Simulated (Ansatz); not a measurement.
Space group P6_222 (No. 180). a = 4.613 Å, b = 4.613 Å, c = 6.609 Å, α = 90.00°, β = 90.00°, γ = 120.00°
```
atom site symmetry x y z
  Si    6j       ..2  0.1640  0.8360  0.8333
  Mo    3d       222  0.5000  0.0000  0.5000
```

Equation of state of this Si2Mo structure (not necessarily the ground state), with shape and atoms relaxed at each volume where symmetry leaves them free. The calculation used DFT PBE, scalar-relativistic, plane waves, PAW (Ansatz 0.2.0).

Plane waves to 420 eV, a k mesh through Γ of 12×12×6 on the computed 9-atom cell and Gaussian smearing (0.01 eV); no spin polarisation.

```json
{"V (Å³/atom)": "11.910", "E − E(largest V) (meV/atom)": "85.26", "P (GPa)": "34.99", "gap on mesh (eV)": "0.00"}
{"V (Å³/atom)": "12.316", "E − E(largest V) (meV/atom)": "10.92", "P (GPa)": "23.99", "gap on mesh (eV)": "0.01"}
{"V (Å³/atom)": "12.722", "E − E(largest V) (meV/atom)": "-37.73", "P (GPa)": "14.66", "gap on mesh (eV)": "0.03"}
{"V (Å³/atom)": "13.128", "E − E(largest V) (meV/atom)": "-64.56", "P (GPa)": "6.74", "gap on mesh (eV)": "0.05"}
{"V (Å³/atom)": "13.534", "E − E(largest V) (meV/atom)": "-72.86", "P (GPa)": "0.01", "gap on mesh (eV)": "0.06"}
{"V (Å³/atom)": "13.940", "E − E(largest V) (meV/atom)": "-65.46", "P (GPa)": "-5.70", "gap on mesh (eV)": "0.07"}
{"V (Å³/atom)": "14.346", "E − E(largest V) (meV/atom)": "-44.76", "P (GPa)": "-10.52", "gap on mesh (eV)": "0.08"}
{"V (Å³/atom)": "14.887", "E − E(largest V) (meV/atom)": "0.00", "P (GPa)": "-15.79", "gap on mesh (eV)": "0.08"}
```

Task: Fit a third-order Birch–Murnaghan equation to E(V).

Result: V0 = 13.54 Å³/atom, B0 = 206 GPa, B0' = 4.5.

This form isn't the usual stable structure of the compound.

Cost: 8 runs of about 17 core-minutes in all, on Arm Neoverse V2 (shared hosts).